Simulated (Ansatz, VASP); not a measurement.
This is a calculation of Fe for Ansatz 0.2.0.

The input input.yaml:

```yaml
crystal:
  lattice:
    - [-1.443, 1.443, 1.443]
    - [1.443, -1.443, 1.443]
    - [1.443, 1.443, -1.443]
  atoms:
    - { symbol: Fe, position: [0.0, 0.0, 0.0], spin: 3.0 }
hamiltonian:
  xc: blyp
  pseudopotentials: { kind: paw }
  dispersion: d3bj
magnetization:
  spin_polarized: true
kpoints:
  mp_grid: { grid: [13, 13, 13] }
scf:
  occupations: { method: fermi_dirac, width: 0.05 }
output:
  forces: true
  stress: true
  eigenvalues: true
relax:
  f_tol: 0.01
  max_steps: 40
  cell: { stress_tol: 0.05 }
```

Potentials or basis: Ansatz PAW.

Command:

```console
$ ansatz run input.yaml --threads 2 --pin off --max-ram 5632MiB --backend cpu --events-out ev --progress --plain --runs-dir out
```

Problem. Translate it to VASP 6.6.1. Potentials there: VASP PAW PBE potentials, release 64 (Fe).

Solution. As run (the cutoff follows the program's own potentials):

INCAR

```
PREC = Accurate ; ENCUT = 600
EDIFF = 1E-6 ; ISMEAR = -1
SIGMA = 0.05 ; LREAL = False
LASPH = True ; NELM = 100
ALGO = Normal ; ISIF = 3
LWAVE = False ; LCHARG = False
ISPIN = 2 ; MAGMOM = 3
LORBIT = 11 ; LMAXMIX = 4
GGA = B5 ; ALDAX = 1.0
AGGAX = 1.0 ; AGGAC = 1.0
ALDAC = 0.0 ; IVDW = 12
VDW_S6 = 1.0 ; VDW_S8 = 2.6996
VDW_A1 = 0.4298 ; VDW_A2 = 4.2359
IBRION = 2 ; NSW = 60
EDIFFG = -0.02
```

File KPOINTS:

```
regular mesh
0
Gamma
  13 13 13
```

POSCAR

```
Fe
1.0
   -1.4430000000      1.4430000000      1.4430000000
    1.4430000000     -1.4430000000      1.4430000000
    1.4430000000      1.4430000000     -1.4430000000
Fe
1
Direct
    0.0000000000      0.0000000000      0.0000000000
```

Potentials or basis: VASP PAW PBE potentials, release 64 (Fe).

Run with:

```console
$ cat potpaw_PBE.64/Fe/POTCAR > POTCAR
$ mpirun -np 1 vasp_std > vasp.out
```

Both were run:

|  | VASP | Ansatz | Ansatz less VASP |
| --- | --- | --- | --- |
| gap on the k mesh at the Fermi level, each at its own relaxed structure (eV) | none | none | - |
| net moment per atom (μB) | 2.08 | 2.08 | -0.003 |
| size of the moment on the site where the two differ most (μB) | 2.07 | 2.11 | +0.043 |
| relaxed volume (Å³/atom) | 11.10 | 11.09 | -0.005 |
| relaxed cell length with the largest relative difference (Å) | 2.434 | 2.433 | -0.0003 |
| energy change over the relaxation (meV/atom) | -43 | -44 | -1.1 |

Site moments also hang on the region over which each program counts them. A gap of «none» marks a metal or a gap that the smearing closes. The two sets of potentials don't hold the same shells in valence.

Caveats: pairwise dispersion overbinds metals, which lowers pressure and volume; the PAW data sets were made with another functional, which shifts forces and pressure a little (VASP); the plane-wave basis is chosen anew once the cell has moved, so the energies of steps on either side of that aren't comparable (Ansatz); the PAW data sets come from PBE, with cores solved anew for the run's functional, which leaves a small shift of forces and pressure (Ansatz).
